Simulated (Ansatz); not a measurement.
A run of Ansatz 0.2.0 is set up as follows.

The input input.yaml:

```yaml
crystal:
  lattice:
    - [1.8807968987, 1.0858785957, 3.5140619945]
    - [-1.8807968987, 1.0858785957, 3.5140619945]
    - [0.0, -2.1717571915, 3.5140619945]
  atoms:
    - { symbol: As, position: [0.226, 0.226, 0.226] }
    - { symbol: As, position: [0.774, 0.774, 0.774] }
kpoints:
  mp_grid: { grid: [6, 6, 6] }
scf:
  occupations: { method: fermi_dirac, width: 0.05 }
hamiltonian:
  xc: pbe0
  pseudopotentials: { kind: all_electron, datasets: crystal }
output:
  forces: true
  stress: true
```

Potentials or basis: all-electron PAW datasets made for the crystal.

Command:

```sh
$ ansatz run input.yaml --threads 2 --pin off --max-ram 8192MiB --backend cpu --events-out ev --progress --plain --runs-dir out
```

(1) Predict the band gap on the k mesh.

(2) Predict the pressure.

Results:

(1) none (metal or under the smearing width).

(2) 0.8 GPa.

Caveat: the program warned that the printed levels may be off, so bands, gaps and densities of states are rough.
